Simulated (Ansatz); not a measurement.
**SnO2: freezing in a mode**

The task, for SnO2: trace the energy along mode 15.

Program: Ansatz 0.2.0. Level of theory: DFT r2SCAN, scalar-relativistic, plane waves, PAW. These are calculated values, not measurements.

1 further run of the same task is left out (set aside as unsound or not needed). Runs told in other sessions of the task aren't counted.

## (1) The structure to begin with

Symmetry: I4_1/amd, No. 141, tetragonal system. Conventional cell: a = 3.999 Å, b = 3.999 Å, c = 10.204 Å, α = 90.00°, β = 90.00°, γ = 90.00°. Sn (site symmetry -4m2) has 6 O at 2.05 to 2.08 Å in its first shell of neighbours. O (site symmetry 2mm) is surrounded by 3 Sn at 2.05 to 2.08 Å.

Structure file:

```xyz
6
Lattice="-1.9995 1.9995 5.1021 1.9995 -1.9995 5.1021 1.9995 1.9995 -5.1021" Properties=species:S:1:pos:R:3 pbc="T T T"
Sn    0.0000    1.9995    2.5510
Sn    0.0000    0.0000    0.0000
O     0.0000    0.0000    8.1263
O     0.0000    1.9995    4.6290
O     0.0000    0.0000    2.0779
O     0.0000    1.9995    0.4731
```

It goes back to an entry of the Materials Project, which need not be the stable form.

It is the result of an earlier relaxation at this level (volume 13.60 Å³/atom; gap on the mesh: 2.33 eV).

## (2) The reference cell

The reference gives a free energy of -14351.9134 eV, pressure 0.01 GPa, largest force 0.000 eV/Å and gap on the mesh 2.33 eV. It was computed beforehand with the settings of the runs below.

## (3) Next: freezing in a mode

Mode 15 of the phonon run on this cell, counted from the lowest, is frozen in: each atom moves by x times its row below, so x is the largest displacement.

```
atom      ux      uy     uz
 Sn1   0.113  -0.018  0.000
 Sn2   0.113  -0.018  0.000
  O3  -1.000  -0.025  0.000
  O4  -1.000  -0.025  0.000
  O5   0.159   0.159  0.000
  O6   0.159   0.159  0.000
```

## (4) x = -0.300 Å

Contents of input.yaml:

```yaml
crystal:
  lattice:
    - [-1.9995434675, 1.9995434675, 5.1020851542]
    - [1.9995434675, -1.9995434675, 5.1020851542]
    - [1.9995434675, 1.9995434675, -5.1020851542]
  atoms:
    - { symbol: Sn, position: [0.751354372, 0.2415041458, 0.4928585178] }
    - { symbol: Sn, position: [0.001354372, -0.0084958542, -0.0071414822] }
    - { symbol: O, position: [0.7982721487, 0.871359239, 0.0768987319] }
    - { symbol: O, position: [0.9555394929, 0.5286265832, 0.5768987319] }
    - { symbol: O, position: [0.1916786293, 0.1916786293, -0.0239100856] }
    - { symbol: O, position: [0.5344112851, 0.0344112851, 0.4760899144] }
basis:
  ecutwfc: 500
kpoints:
  mp_grid: { grid: [10, 10, 10] }
hamiltonian:
  xc: r2scan
scf:
  occupations: { method: gaussian, width: 0.05 }
output:
  forces: true
  stress: true
  eigenvalues: true
```

Started as:

```sh
> ansatz run input.yaml --threads 2 --pin off --max-ram 5120MiB --backend cpu --events-out ev --progress --plain --runs-dir out
```

Log, shortened:

```text
Warning: RAYON_NUM_THREADS=2 ignored (pool sized by the plan → 2); use --threads N
[...]
Pseudopotentials: kind: paw
Pseudopotential: Sn, paw, valence charge 14, recommended cutoff 500 eV (meta_gga), Sn.paw.azcp
Pseudopotential: O, paw, valence charge 6, recommended cutoff 500 eV (meta_gga), O.paw.azcp
Functional definition: r2SCAN
[...]
Crystal: 6 atoms, lattice volume = 81.596 Å³
Basis set: ecut = 500 eV, 2091 PW (Γ), FFT grids on a1+a3, a2+a3, a3, exchange–correlation on 120×120×180 points (64 copies of the dense FFT grid, shifted against one another)
Bands: 32, of which v1, the nominal top of the filled ones, is band 26 counted from 1 (25 counted from 0)
Symmetry: 2 space group operations
Space group: Cc (ITA 9), of the structure as read, at distance tolerance 4.3e-5 Å
k-points: 282 of 1000 (time reversal used)
[...]
SCF iter   1: F=—  HF=-14349.113676 eV  |F-HF|=—  |Δ(HF+E_count)|=         —  Δρ=1.08e-2  dr2=7.59e-2  dr2_τ=3.60e-1  ethr=1.77e-3  ⟨swp⟩=6.3  Hψ=41292  notcnv=0  defer=21
[...]
SCF iter   8: F=-14349.232091 eV  HF=-14349.232091 eV  |F-HF|=1.37e-8  |Δ(HF+E_count)|=   7.86e-8  Δρ=5.26e-6  dr2=2.40e-8  dr2_τ=1.60e-9  ethr=1.92e-10  ⟨swp⟩=9.5  Hψ=37730  notcnv=0
[...]
SCF converged after 8 iterations
Free energy (F): -14349.232091 eV
[...]
E sigma→0 (E₀):  -14349.232091 eV
Fermi energy:    7.779560 eV
[...]
--- Forces (eV/Å), atoms counted from 1 ---
  atom   1  Sn     8.80960273    -0.83230263    -1.94332217
  atom   2  Sn     8.80960273    -0.83230263     1.94332217
  atom   3  O     -9.75539857    -0.17317076     2.53310730
  atom   4  O     -9.75539857    -0.17317076    -2.53310730
  atom   5  O      0.94584730     1.00547304    -0.06896455
  atom   6  O      0.94584730     1.00547304     0.06896455
[...]
--- Stress (GPa, compression-positive) ---
       49.030131       0.431505      -0.000000
        0.431503       3.663563      -0.000000
       -0.000000      -0.000000       3.566617
  P = ⅓ Tr σ = 18.7534 GPa (187.534 kbar)
--- Band table (eV; the first three rows and the last of 282) ---
[...]
```

Run time: 30 s. Hardware: 2 threads of Intel Xeon 6975P-C (Granite Rapids), shared host; peak memory 1 GiB.

## (5) x = 0.225 Å

Contents of input.yaml:

```yaml
crystal:
  lattice:
    - [-1.9995434675, 1.9995434675, 5.1020851542]
    - [1.9995434675, -1.9995434675, 5.1020851542]
    - [1.9995434675, 1.9995434675, -5.1020851542]
  atoms:
    - { symbol: Sn, position: [0.748984221, 0.2563718907, 0.5053561117] }
    - { symbol: Sn, position: [-0.001015779, 0.0063718907, 0.0053561117] }
    - { symbol: O, position: [0.7949369623, 0.7401216445, -0.0576740489] }
    - { symbol: O, position: [0.9522043065, 0.3973889887, 0.4423259511] }
    - { symbol: O, position: [0.2125999542, 0.2125999542, 0.0179325642] }
    - { symbol: O, position: [0.55533261, 0.05533261, 0.5179325642] }
basis:
  ecutwfc: 500
kpoints:
  mp_grid: { grid: [10, 10, 10] }
hamiltonian:
  xc: r2scan
scf:
  occupations: { method: gaussian, width: 0.05 }
output:
  forces: true
  stress: true
  eigenvalues: true
  write_density: true
  write_potential: true
  elf: true
  volumetric_format: npy
```

Started as:

```sh
> ansatz run input.yaml --threads 2 --pin off --max-ram 5120MiB --backend cpu --events-out ev --progress --plain --runs-dir out
```

Log:

```text
Warning: RAYON_NUM_THREADS=2 ignored (pool sized by the plan → 2); use --threads N
Engine: ansatz 0.2.0, x86_64-unknown-linux-gnu
[... 4 set-up lines as earlier in the session ...]
  parameter k0 = 0.174
  parameter k1 = 0.065
  parameter a1 = 4.9479
  exchange = r2scan_x(k0 = k0, k1 = k1, a1 = a1)
  correlation = r2scan_c
Crystal: 6 atoms, lattice volume = 81.596 Å³
Basis set: ecut = 500 eV, 2091 PW (Γ), exchange–correlation on 180×180×180 points (64 copies of the dense FFT grid, shifted against one another)
Bands: 32, of which v1, the nominal top of the filled ones, is band 26 counted from 1 (25 counted from 0)
[... 2 set-up lines as earlier in the session ...]
k-points: 282 of 1000 (time reversal used)
Non-local potential: Sn, projectors of the file, l = 0: 2, l = 1: 2, l = 2: 2, l = 3: 2
Non-local potential: O, projectors of the file, l = 0: 2, l = 1: 2, l = 2: 1
PAW form: soft (Blöchl's): semilocal exchange-correlation on the pseudo side does not see the compensation charge
PAW frozen core: Sn, regenerated for the run's functional (the file was generated under x = pbe(κ = 0.804, μ = 0.2195149727645171), c = pbe(β = 0.06672455060314922))
PAW frozen core: O, regenerated for the run's functional (the file was generated under x = pbe(κ = 0.804, μ = 0.2195149727645171), c = pbe(β = 0.06672455060314922))
PAW one-centre angular grid: Sn, 590 points (default); XC on 249 of its mesh's 2787 points in the sphere
PAW one-centre angular grid: O, 302 points (default); XC on 160 Gauss nodes
Initial density: superposition of atomic densities (neutral atoms: chi_scale 0, normalization atom), corrected by the library's trained network
Initial wavefunctions: pseudopotential atomic-orbital guess
Functional: x = r2scan, c = r2scan; τ floored in thin density (d = 2e-4 eV/Å³)
SCF iter   1: F=—  HF=-14350.445504 eV  |F-HF|=—  |Δ(HF+E_count)|=         —  Δρ=1.09e-2  dr2=7.46e-2  dr2_τ=3.19e-1  ethr=1.77e-3  ⟨swp⟩=6.2  Hψ=40838  notcnv=0  defer=34
preconditioner: auto → Resta (q_TF=auto, 2.531 Å⁻¹)  ε∞=3.1  [insulator: Δε(μ)=2.470 eV  Ē_g=20.459 eV  σ=0.050 eV  W_gap=1.00  n_scr=24 (ndim 8)  ℏωp=29.6 eV  f_vac=0.142  D(μ)=0.00/eV (n_scr^D=0)  ε∞_Penn≈3.1]
SCF iter   2: F=—  HF=-14350.559620 eV  |F-HF|=—  |Δ(HF+E_count)|=   1.14e-1  Δρ=6.14e-3  dr2=1.57e-2  dr2_τ=1.47e-3  ethr=1.44e-4  ⟨swp⟩=2.2  Hψ=17020  notcnv=0  defer=513
SCF iter   3: F=—  HF=-14350.559708 eV  |F-HF|=—  |Δ(HF+E_count)|=   8.75e-5  Δρ=1.39e-3  dr2=1.25e-3  dr2_τ=1.48e-4  ethr=3.02e-5  ⟨swp⟩=1.0  Hψ=8511  notcnv=0  defer=513
SCF iter   4: F=—  HF=-14350.559707 eV  |F-HF|=—  |Δ(HF+E_count)|=   1.11e-6  Δρ=3.90e-4  dr2=9.92e-5  dr2_τ=1.42e-5  ethr=2.40e-6  ⟨swp⟩=2.0  Hψ=12344  notcnv=0  defer=513
SCF iter   5: F=—  HF=-14350.559707 eV  |F-HF|=—  |Δ(HF+E_count)|=   6.77e-7  Δρ=1.35e-4  dr2=1.47e-5  dr2_τ=1.77e-6  ethr=1.91e-7  ⟨swp⟩=2.0  Hψ=12552  notcnv=0  defer=513
SCF iter   6: F=—  HF=-14350.559709 eV  |F-HF|=—  |Δ(HF+E_count)|=   2.02e-6  Δρ=5.06e-5  dr2=2.39e-6  dr2_τ=1.62e-7  ethr=2.82e-8  ⟨swp⟩=2.0  Hψ=11871  notcnv=0  defer=513
SCF iter   7: F=—  HF=-14350.559709 eV  |F-HF|=—  |Δ(HF+E_count)|=   2.97e-7  Δρ=1.08e-5  dr2=1.01e-7  dr2_τ=9.07e-9  ethr=4.60e-9  ⟨swp⟩=2.6  Hψ=14373  notcnv=0  defer=513
SCF iter   8: F=-14350.559709 eV  HF=-14350.559709 eV  |F-HF|=1.64e-8  |Δ(HF+E_count)|=   8.45e-8  Δρ=5.61e-6  dr2=2.78e-8  dr2_τ=1.66e-9  ethr=1.92e-10  ⟨swp⟩=14.4  Hψ=67526  notcnv=0
SCF 1 converged in 8 iterations: F = -14350.559709 eV  dr2 = 2.78e-8
SCF converged after 8 iterations
Free energy (F): -14350.559709 eV
Harris-Foulkes:  -14350.559709 eV  (|F-HF|=1.64e-8)
Internal energy: -14350.559709 eV  (E = F + TS)
E sigma→0 (E₀):  -14350.559709 eV
Fermi energy:    7.780179 eV
--- Per-component energies (eV) ---
  E_band       = -258.446763
  E_kinetic    = 1089.807107
  E_local      = -3627.377731  (includes V_loc(G=0)·N_el)
  E_nonlocal   = 132.675579
  E_hartree    = 1824.319569
  E_xc         = -1036.431161
  E_vxc        = -623.887277  (∫ρ·V_xc dr)
  E_paw        = -8986.773943  (= ΣΔE_a)
  E_vpaw       = -918.000061  (= ΣTr[D̂ρ^β])
  E_aug_tail   = 0.003979  (compensation charges beyond the density's cutoff)
  E_vtau       = 39.689266  (kinetic-family band-sum trace: ∫τ·v_τ [+ j·A + Jᵃ·Aᵃ] dr)
  E_ewald      = -3748.125984
  E_core_change = 1.342876  (= ΣΔE_core)
  E_smearing   = -0.000000  (= −TS)
  E_closure    = -0.000000  (closes the sum)
  Σ components = -14350.559709   (vs F -14350.559709, Δ=0.00e0)
--- Forces (eV/Å), atoms counted from 1 ---
  atom   1  Sn    -5.31907708     0.61511894    -0.94973470
  atom   2  Sn    -5.31907708     0.61511894     0.94973470
  atom   3  O      6.03264231     0.12376095     1.30443450
  atom   4  O      6.03264231     0.12376095    -1.30443450
  atom   5  O     -0.71360139    -0.73887273    -0.03977906
  atom   6  O     -0.71360139    -0.73887273     0.03977906
  max |Σ_I F_I| component: 7.23e-5 eV/Å
--- Stress (GPa, compression-positive) ---
       26.484709       0.252412      -0.000000
        0.252412       2.045653      -0.000000
       -0.000000      -0.000000       1.641924
  P = ⅓ Tr σ = 10.0574 GPa (100.574 kbar)
--- Band table (eV; the first three rows and the last of 282) ---
  k-point 0: bands = ["-14.8002", "-14.7295", "-14.3377", "-13.5281", "-13.4207", "-13.4107", "-13.3912", "-13.2930", "-13.2572", "-13.2489", "-12.7294", "-9.7459", "-9.2428", "-8.8502", "1.3231", "1.8936", "2.3287", "2.5417", "3.1492", "3.4017", "4.9858", "5.6325", "5.9056", "5.9482", "6.0981", "6.1900", "8.9788", "12.7109", "16.6828", "17.2412", "17.3291", "19.3170"]
  k-point 1: bands = ["-14.7742", "-14.6928", "-14.2975", "-13.5660", "-13.4250", "-13.4014", "-13.3928", "-13.2947", "-13.2655", "-13.2470", "-12.6016", "-9.8292", "-9.3165", "-8.9730", "0.6481", "2.0572", "2.2260", "2.8194", "3.1743", "3.8396", "5.1709", "5.5138", "5.6191", "5.9416", "5.9649", "6.2431", "9.5867", "12.7724", "16.8410", "17.2893", "17.2954", "18.7176"]
  k-point 2: bands = ["-14.7033", "-14.5954", "-14.1826", "-13.6428", "-13.4317", "-13.3894", "-13.3813", "-13.2978", "-13.2793", "-13.2488", "-12.2722", "-10.0479", "-9.6101", "-9.2160", "-0.1996", "1.6091", "2.1944", "2.9180", "4.1100", "4.6508", "4.9545", "5.1937", "5.6098", "5.6909", "6.0241", "6.3693", "10.8357", "12.9970", "16.9735", "17.1155", "17.4132", "17.7292"]
  k-point 281: bands = ["-14.9649", "-14.7769", "-14.0065", "-13.7363", "-13.4565", "-13.4540", "-13.2744", "-13.2703", "-13.2381", "-13.2072", "-11.8441", "-11.6349", "-8.6239", "-8.5090", "1.4678", "1.4908", "3.1068", "3.3067", "3.5400", "3.8156", "3.9701", "4.3535", "5.5121", "5.5254", "6.2297", "6.2974", "11.4967", "11.5597", "14.9740", "15.0070", "19.5611", "19.6760"]
```

Run time: 42 s. Hardware: 2 threads of Intel Xeon 6975P-C (Granite Rapids), shared host; peak memory 1.2 GiB.

The maps below are laid out on this run's own conventional cell (a, b, c = 5.656, 10.204, 3.999 Å).

Density in a lattice plane of the grid's cell (edges 10.20 and 4.00 Å, at 0.006 of the third edge), which holds Sn and O.

Ten even steps from ' ' (0.01 e/Å³) to '@' (16.68 e/Å³):
```
--..      ..                          ..      ..
                                                
                          ..      ..--..    ..::
..                      ..--::    ==@@==    ::==
                          ..      ..--..      ..
                                                
--..      ..                          ::..    ..
@@==    ::--..                      ..==::    ==
```
Columns run along the first of these edges and rows up along the second, over one cell in 24 and 8 even steps from the bottom left corner. Atoms in the plane (fractional): Sn at (0.75, 0.51), Sn at (0.00, 0.01), O at (0.80, 0.02), O at (0.95, 0.52).

ELF in the same plane.

Ten even steps from '0' (0.00) to '9' (0.83):
```
012699961000011015998411
211267510002687211222134
961001000016999621012598
982000000028968720002783
951011000016999621011489
211278620001576211243122
012699961000010016989621
002786982000000028938720
```
Columns run along the first of these edges and rows up along the second, over one cell in 24 and 8 even steps from the bottom left corner. Atoms in the plane (fractional): Sn at (0.75, 0.51), Sn at (0.00, 0.01), O at (0.80, 0.02), O at (0.95, 0.52).

Both are smooth fields of the valence electrons: close to the nuclei they are not physical.

The highest ELF values outside the cores: 0.86 beside O, off the lines to its neighbours, 0.6 Å from O; 0.84 in the shell around O, 0.6 Å from O.

## (6) x = -0.150 Å

Contents of input.yaml:

```yaml
crystal:
  lattice:
    - [-1.9995434675, 1.9995434675, 5.1020851542]
    - [1.9995434675, -1.9995434675, 5.1020851542]
    - [1.9995434675, 1.9995434675, -5.1020851542]
  atoms:
    - { symbol: Sn, position: [0.750677186, 0.2457520729, 0.4964292589] }
    - { symbol: Sn, position: [0.000677186, -0.0042479271, -0.0035707411] }
    - { symbol: O, position: [0.7973192383, 0.8338627835, 0.038449366] }
    - { symbol: O, position: [0.9545865825, 0.4911301277, 0.538449366] }
    - { symbol: O, position: [0.1976561507, 0.1976561507, -0.0119550428] }
    - { symbol: O, position: [0.5403888065, 0.0403888065, 0.4880449572] }
basis:
  ecutwfc: 500
kpoints:
  mp_grid: { grid: [10, 10, 10] }
hamiltonian:
  xc: r2scan
scf:
  occupations: { method: gaussian, width: 0.05 }
output:
  forces: true
  stress: true
  eigenvalues: true
```

Started as:

```sh
> ansatz run input.yaml --threads 2 --pin off --max-ram 5120MiB --backend cpu --events-out ev --progress --plain --runs-dir out
```

Log, shortened:

```text
Warning: RAYON_NUM_THREADS=2 ignored (pool sized by the plan → 2); use --threads N
[...]
[... 4 set-up lines as earlier in the session ...]
[...]
Crystal: 6 atoms, lattice volume = 81.596 Å³
Basis set: ecut = 500 eV, 2091 PW (Γ), FFT grids on a1+a3, a2+a3, a3, exchange–correlation on 120×120×180 points (64 copies of the dense FFT grid, shifted against one another)
Bands: 32, of which v1, the nominal top of the filled ones, is band 26 counted from 1 (25 counted from 0)
[... 2 set-up lines as earlier in the session ...]
k-points: 282 of 1000 (time reversal used)
[...]
SCF iter   1: F=—  HF=-14351.248054 eV  |F-HF|=—  |Δ(HF+E_count)|=         —  Δρ=1.09e-2  dr2=7.44e-2  dr2_τ=2.94e-1  ethr=1.77e-3  ⟨swp⟩=6.2  Hψ=40177  notcnv=0  defer=34
[...]
SCF iter   8: F=-14351.358844 eV  HF=-14351.358844 eV  |F-HF|=3.19e-8  |Δ(HF+E_count)|=   1.09e-7  Δρ=7.43e-6  dr2=4.79e-8  dr2_τ=2.83e-9  ethr=1.92e-10  ⟨swp⟩=9.5  Hψ=38358  notcnv=0
[...]
SCF converged after 8 iterations
Free energy (F): -14351.358844 eV
[...]
E sigma→0 (E₀):  -14351.358844 eV
Fermi energy:    7.782347 eV
[...]
--- Forces (eV/Å), atoms counted from 1 ---
  atom   1  Sn     2.96801519    -0.40598905    -0.37876940
  atom   2  Sn     2.96801519    -0.40598905     0.37876940
  atom   3  O     -3.44598744    -0.07927540     0.54393712
  atom   4  O     -3.44598744    -0.07927540    -0.54393712
  atom   5  O      0.47800896     0.48526284    -0.01795901
  atom   6  O      0.47800896     0.48526284     0.01795901
[...]
--- Stress (GPa, compression-positive) ---
       11.435250       0.115201      -0.000000
        0.115202       0.909003      -0.000000
       -0.000000      -0.000000       0.621076
  P = ⅓ Tr σ = 4.3218 GPa (43.218 kbar)
--- Band table (eV; the first three rows and the last of 282) ---
[...]
```

Run time: 29 s. Hardware: 2 threads of Intel Xeon 6975P-C (Granite Rapids), shared host; peak memory 1 GiB.

## (7) x = 0.075 Å

Contents of input.yaml:

```yaml
crystal:
  lattice:
    - [-1.9995434675, 1.9995434675, 5.1020851542]
    - [1.9995434675, -1.9995434675, 5.1020851542]
    - [1.9995434675, 1.9995434675, -5.1020851542]
  atoms:
    - { symbol: Sn, position: [0.749661407, 0.2521239636, 0.5017853706] }
    - { symbol: Sn, position: [-0.000338593, 0.0021239636, 0.0017853706] }
    - { symbol: O, position: [0.7958898727, 0.7776181001, -0.019224683] }
    - { symbol: O, position: [0.9531572169, 0.4348854443, 0.480775317] }
    - { symbol: O, position: [0.2066224328, 0.2066224328, 0.0059775214] }
    - { symbol: O, position: [0.5493550886, 0.0493550886, 0.5059775214] }
basis:
  ecutwfc: 500
kpoints:
  mp_grid: { grid: [10, 10, 10] }
hamiltonian:
  xc: r2scan
scf:
  occupations: { method: gaussian, width: 0.05 }
output:
  forces: true
  stress: true
  eigenvalues: true
```

Started as:

```sh
> ansatz run input.yaml --threads 2 --pin off --max-ram 5120MiB --backend cpu --events-out ev --progress --plain --runs-dir out
```

Log, shortened:

```text
[...]
SCF converged after 8 iterations
Free energy (F): -14351.781643 eV
[...]
E sigma→0 (E₀):  -14351.781643 eV
Fermi energy:    7.784205 eV
[...]
--- Forces (eV/Å), atoms counted from 1 ---
  atom   1  Sn    -1.31773205     0.20181006    -0.08841626
  atom   2  Sn    -1.31773205     0.20181006     0.08841626
  atom   3  O      1.55746565     0.03861039     0.13066500
  atom   4  O      1.55746565     0.03861039    -0.13066500
  atom   5  O     -0.23973527    -0.24042177    -0.00432235
  atom   6  O     -0.23973527    -0.24042177     0.00432235
[...]
--- Stress (GPa, compression-positive) ---
        2.815757       0.029245      -0.000000
        0.029246       0.233296      -0.000000
       -0.000000      -0.000000       0.145735
  P = ⅓ Tr σ = 1.0649 GPa (10.649 kbar)
--- Band table (eV; the first three rows and the last of 282) ---
[...]
```

It took 29 s on 2 threads of Intel Xeon 6975P-C (Granite Rapids), shared host; peak memory 1 GiB.

## (8) The scan collected

The scan, with free energies counted from the undisturbed cell:

| x (Å) | ΔE (meV/cell) | force along the mode (eV/Å) | pressure (GPa) | gap on the mesh (eV) |
| --- | --- | --- | --- | --- |
| -0.300 | 2681.3 | 22.161 | 18.8 | 2.44 |
| -0.150 | 554.6 | 7.888 | 4.3 | 2.36 |
| 0.000 | 0.0 | 0.000 | 0.0 | 2.33 |
| 0.075 | 131.8 | -3.575 | 1.1 | 2.34 |
| 0.225 | 1353.7 | -13.758 | 10.1 | 2.40 |

## (9) Outcome

| quantity | value |
| --- | --- |
| harmonic wavenumber of the mode | 584 cm⁻¹ |
| the same from the force at an amplitude of 0.075 Å | 594 cm⁻¹ |

The force at the smallest amplitude gives 594 cm⁻¹ against 584 cm⁻¹ from the phonon run, so the curve is close to a parabola there. The undisturbed cell stays the lowest of the sampled points. The gap on the mesh stays between 2.33 and 2.44 eV.

Spin-orbit coupling is left out, though the cell holds Sn; it can move the gap.
